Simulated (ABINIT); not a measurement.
# Bi2Se3 (Paraguanajuatite) (R-3m) in ABINIT: further runs, part 2 of 2

ABINIT 10.8.3 (patched build). Earlier steps stand in the parts before.

## (3) Relaxation of cell and atoms, PBEsol

run.abi

```
# Pseudopotentials
pp_dirpath "./"
pseudos "Bi.GGA_PBE-JTH.xml, Se.GGA_PBE-JTH.xml"

# Structure
acell 3*1.0 Angstrom
rprim
     2.0715000000     1.1959810826     9.5453333333
    -2.0715000000     1.1959810826     9.5453333333
     0.0000000000    -2.3919621653     9.5453333333
ntypat 2
znucl 83 34
natom 5
typat 1 1 2 2 2
xred
     0.5992000000     0.5992000000     0.5992000000
     0.4008000000     0.4008000000     0.4008000000
     0.7883000000     0.7883000000     0.7883000000
     0.2117000000     0.2117000000     0.2117000000
     0.0000000000     0.0000000000     0.0000000000
chkprim 0
chksymtnons 0
tolsym 1.0e-6

# Plane-wave basis
ecut 22.0
pawecutdg 44.0
pawxcdev 0

# k points
kptopt 1
ngkpt 6 6 6
nshiftk 1
shiftk 0.0 0.0 0.0

# Exchange and correlation
ixc -116133

# Bands and occupations
nband 29
occopt 3
tsmear 0.05 eV

# SCF cycle
nstep 100
tolvrs 1.0e-9

# Output
iomode 3
prtwf 0
prtden 0
prteig 0
prtebands 0
enunit 2

# Relaxation
ionmov 2
ntime 60
tolmxf 0.0005
optcell 2
dilatmx 1.08
ecutsm 0.5
```

Potentials or basis: JTH PAW PBE v2.0.

Run with:

```bash
$ mpirun --bind-to none -np 4 abinit run.abi > log 2>&1
```

run.abo:

```text
.Version 10.8.3 of ABINIT
 Symmetries : space group R-3 m (#166); Bravais hR (rhombohedral)
================================================================================
 Values of the parameters that define the memory need of the present run
     intxc =       0    ionmov =       2      iscf =      17    lmnmax =      18
     lnmax =       6     mgfft =      90  mpssoang =       3    mqgrid =    3001
     natom =       5  nloc_mem =       2    nspden =       1   nspinor =       1
    nsppol =       1      nsym =      12    n1xccc =       1    ntypat =       2
    occopt =       3   xclevel =       2
       mpw =        5968          nfft =      729000          nkpt =          32
Pmy_natom=         2
 PAW method is used; the additional fine FFT grid is defined by:
   mgfftf=       120    nfftf =   1728000
================================================================================
================================================================================

--------------------------------------------------------------------------------
------------- Echo of variables that govern the present computation ------------
--------------------------------------------------------------------------------
 -outvars: echo values of preprocessed input variables --------
            acell      1.8897261259E+00  1.8897261259E+00  1.8897261259E+00 Bohr
              amu      2.08980370E+02  7.89600000E+01
          chkprim           0
      chksymtnons           0
          dilatmx      1.08000000E+00
             ecut      2.20000000E+01 Hartree
           ecutsm      5.00000000E-01 Hartree
           enunit           2
           ionmov           2
              ixc     -116133
         kptrlatt        6    0    0      0    6    0      0    0    6
          kptrlen      4.69748120E+01
            natom           5
            nband          29
            ngfft          90      90      90
          ngfftdg         120     120     120
             nkpt          32
            nstep         100
             nsym          12
            ntime          60
           ntypat           2
           occopt           3
          optcell           2
        pawecutdg      4.40000000E+01 Hartree
         pawxcdev           0
           prtden           0
        prtebands           0
           prteig           0
            prtwf           0
            rprim      2.0715000000E+00  1.1959810826E+00  9.5453333333E+00
                      -2.0715000000E+00  1.1959810826E+00  9.5453333333E+00
                       0.0000000000E+00 -2.3919621653E+00  9.5453333333E+00
          spgroup         166
           tolmxf      5.00000000E-04
           tolsym      1.00000000E-06
           tolvrs      1.00000000E-09
           tsmear      1.83746611E-03 Hartree
            typat      1  1  2  2  2
           useylm           1
           xangst      6.5960312604E-17 -5.9920514488E-11  1.7158691200E+01
                       1.6904157670E-16 -4.0080089748E-11  1.1477308800E+01
                       1.4134692284E-17 -7.8830226454E-11  2.2573758800E+01
                      -2.5427869221E-17 -2.1170078757E-11  6.0622412000E+00
                       0.0000000000E+00  0.0000000000E+00  0.0000000000E+00
            xcart      1.2464692600E-16 -1.1323336171E-10  3.2425227047E+01
                       3.1944228385E-16 -7.5740392726E-11  2.1688970294E+01
                       2.6710697290E-17 -1.4896753844E-10  4.2658221764E+01
                      -4.8051708793E-17 -4.0005650915E-11  1.1455975577E+01
                       0.0000000000E+00  0.0000000000E+00  0.0000000000E+00
             xred      5.9920000000E-01  5.9920000000E-01  5.9920000000E-01
                       4.0080000000E-01  4.0080000000E-01  4.0080000000E-01
[... 470 lines left out ...]
    2      0.00000000000000    -0.00000000000000     0.01134962704482
    3      0.00000000000000     0.00000000000000     0.00571520575775
    4     -0.00000000000000    -0.00000000000000    -0.00571520575775
    5     -0.00000000000000    -0.00000000000000    -0.00000000000000
 frms,max,avg= 4.6400806E-03 1.1349627E-02   0.000E+00  0.000E+00  0.000E+00 e/A
 length scales= 18.542096298950 18.542096298950 18.542096298978 bohr
              =  9.812054797116  9.812054797116  9.812054797131 angstroms
 Fermi (or HOMO) energy (hartree) =   0.13026   Average Vxc (hartree)=  -0.35132
 Eigenvalues (hartree) for nkpt=  32  k points:
 kpt#   1, nband= 29, wtk=  0.00463, kpt=  0.0000  0.0000  0.0000 (reduced coord)
  -0.71833   -0.71833   -0.71827   -0.71827   -0.71798   -0.71788   -0.71752   -0.71752
  -0.71740   -0.71740   -0.40630   -0.37692   -0.34763   -0.22520   -0.19578    0.04489
   0.04821    0.05733    0.05733    0.06010    0.06010    0.08304    0.08304    0.12808
   0.13239    0.17635    0.17635    0.20490    0.22764
      occupation numbers for kpt#   1
   2.00000    2.00000    2.00000    2.00000    2.00000    2.00000    2.00000    2.00000
   2.00000    2.00000    2.00000    2.00000    2.00000    2.00000    2.00000    2.00000
   2.00000    2.00000    2.00000    2.00000    2.00000    2.00000    2.00000    1.53304
   0.47809    0.00000    0.00000    0.00000    0.00000
 prteigrs : prtvol=0 or 1, do not print more k-points.

 Fermi (or HOMO) energy (eV) =   3.54467   Average Vxc (eV)=  -9.55986
 Eigenvalues (   eV  ) for nkpt=  32  k points:
 kpt#   1, nband= 29, wtk=  0.00463, kpt=  0.0000  0.0000  0.0000 (reduced coord)
 -19.54688  -19.54688  -19.54514  -19.54514  -19.53724  -19.53441  -19.52459  -19.52459
 -19.52150  -19.52150  -11.05608  -10.25645   -9.45956   -6.12789   -5.32735    1.22158
   1.31184    1.56013    1.56013    1.63536    1.63536    2.25950    2.25950    3.48523
   3.60256    4.79865    4.79865    5.57561    6.19450
 prteigrs : prtvol=0 or 1, do not print more k-points.

--- !EnergyTerms
iteration_state     : {dtset: 1, itime: 3, icycle: 1, }
comment             : Components of total free energy in Hartree
kinetic             :  1.96069460513155E+01
hartree             :  4.97641624752606E+01
xc                  : -2.37758594718160E+01
Ewald energy        : -1.22179051450357E+02
psp_core            :  7.56397813241575E+00
local_psp           : -1.53869336892353E+02
PAW spherical_terms :  4.96894094306598E+01
internal            : -1.73199751724874E+02
'-kT*entropy'       : -2.14443980314793E-05
total_energy        : -1.73199773169272E+02
total_energy_eV     : -4.71300592542536E+03
...

--- !EnergyTermsDC
iteration_state     : {dtset: 1, itime: 3, icycle: 1, }
comment             : '"Double-counting" decomposition of free energy'
band_energy         : -1.68911832682746E+01
Ewald energy        : -1.22179051450357E+02
psp_core            :  7.56397813241575E+00
xc_dc               : -5.71046852082256E+01
PAW spherical_terms :  1.54111912405540E+01
internal            : -1.73199750553887E+02
'-kT*entropy'       : -2.14443980314793E-05
total_energy_dc     : -1.73199771998285E+02
total_energy_dc_eV  : -4.71300589356119E+03
...

--- !EnergyTermsWithPAWCore
iteration_state     : {dtset: 1, itime: 3, icycle: 1, }
comment             : 'Components of total free energy, including PAW core contributions'
Total energy        : -5.03359964433127E+04
Total energy DC     : -5.03359964421417E+04
Total energy (eV)   : -1.36971224129531E+06
Total energy DC (eV): -1.36971224126344E+06
...

 rms coord change=  4.1582E-04   atom, delta coord (reduced):
     1        0.000590138426      0.000590138426      0.000590138426
     2       -0.000590138426     -0.000590138426     -0.000590138426
     3        0.000289818893      0.000289818893      0.000289818893
     4       -0.000289818893     -0.000289818893     -0.000289818893
     5       -0.000000000000     -0.000000000000      0.000000000000

 Cartesian components of stress tensor (hartree/bohr^3)
  sigma(1 1)=  2.83429205E-07  sigma(3 2)=  2.78378270E-14
  sigma(2 2)=  2.83429112E-07  sigma(3 1)=  0.00000000E+00
  sigma(3 3)=  7.87150083E-07  sigma(2 1)=  0.00000000E+00

-Cartesian components of stress tensor (GPa)         [Pressure= -1.3279E-02 GPa]
- sigma(1 1)=  8.33877511E-03  sigma(3 2)=  8.19017148E-10
- sigma(2 2)=  8.33877236E-03  sigma(3 1)=  0.00000000E+00
- sigma(3 3)=  2.31587550E-02  sigma(2 1)=  0.00000000E+00

== END DATASET(S) ==============================================================
================================================================================

 -outvars: echo values of variables after computation  --------
            acell      1.8542096299E+01  1.8542096299E+01  1.8542096299E+01 Bohr
           etotal     -1.7319977200E+02
            fcart     -3.1321746389E-20  4.4183381795E-20 -2.2071510529E-04
                       3.1321746389E-20 -4.4183381795E-20  2.2071510529E-04
                       5.0844639816E-20  5.7473998160E-20  1.1114305656E-04
                      -5.0844639816E-20 -5.7473998160E-20 -1.1114305656E-04
                      -0.0000000000E+00 -0.0000000000E+00 -0.0000000000E+00
            rprim      2.1045518063E-01  1.2150635518E-01  9.7002310416E-01
                      -2.1045518063E-01  1.2150635518E-01  9.7002310416E-01
                       0.0000000000E+00 -2.4301271038E-01  9.7002310416E-01
           strten      2.8342920525E-07  2.8342911164E-07  7.8715008306E-07
                       2.7837827028E-14  0.0000000000E+00  0.0000000000E+00
           xangst      1.8269508921E-16 -5.9807119868E-11  1.7126263397E+01
                      -6.8064686004E-17 -3.9906326505E-11  1.1427496160E+01
                      -6.3490064146E-18 -7.8633014155E-11  2.2517204078E+01
                       2.0431942462E-18 -2.1080395762E-11  6.0365554793E+00
                      -5.3115686767E-35 -1.3236378830E-16 -1.9552903309E-32
             xred      5.9979013843E-01  5.9979013843E-01  5.9979013843E-01
                       4.0020986157E-01  4.0020986157E-01  4.0020986157E-01
                       7.8858981889E-01  7.8858981889E-01  7.8858981889E-01
                       2.1141018111E-01  2.1141018111E-01  2.1141018111E-01
                      -1.8503717077E-17 -1.8503717077E-17  3.7007434154E-17
 Calculation completed.
```

Wall time 12 min (4 MPI ranks of Arm Neoverse V2, shared host); peak memory 3.2 GiB.

Results:

- Free energy: -4713.0059 eV
- Relaxed volume: 28.12 Å³/atom
- Relaxed cell: a = 9.812 Å, b = 9.812 Å, c = 9.812 Å, α = 24.30°, β = 24.30°, γ = 24.30°
- Space group after relaxing (to 0.05 Å): R-3m (No. 166)
- Energy gained by relaxing: 1.0 meV/atom
- Ionic steps: 3
- Pressure after relaxing: 0.0 GPa
- Largest force after relaxing: 0.011 eV/Å
- Band gap on the k mesh: 0.12 eV, direct
- Valence electrons inside the program's atomic spheres: Bi 12.07; Se 3.87, 3.92

Forces on the atoms (eV/Å):
```
Bi   0.000  0.000 -0.011
Bi   0.000  0.000  0.011
Se   0.000  0.000  0.006
Se   0.000  0.000 -0.006
Se   0.000  0.000  0.000
```

The path:
```
step  energy change (eV)  largest force (eV/Å)  pressure (GPa)  volume (Å³)
   1              0.0000                0.1884           -0.34       141.89
   2             -0.0011                0.1658           -0.30       141.74
   3             -0.0052                0.0114           -0.01       140.60
```

Final structure:
```yaml
crystal:
  lattice:
    - [2.06500, 1.19223, 9.51792]
    - [-2.06500, 1.19223, 9.51792]
    - [0.00000, -2.38445, 9.51792]
  atoms:
    - { symbol: Bi, position: [0.59979, 0.59979, 0.59979] }
    - { symbol: Bi, position: [0.40021, 0.40021, 0.40021] }
    - { symbol: Se, position: [0.78859, 0.78859, 0.78859] }
    - { symbol: Se, position: [0.21141, 0.21141, 0.21141] }
    - { symbol: Se, position: [0.00000, 0.00000, 0.00000] }
```

Caveat: the PAW data sets were made with another functional, which shifts forces and pressure a little; spin-orbit coupling is left out, which as a rule narrows the gap of such compounds by several tenths of an eV.
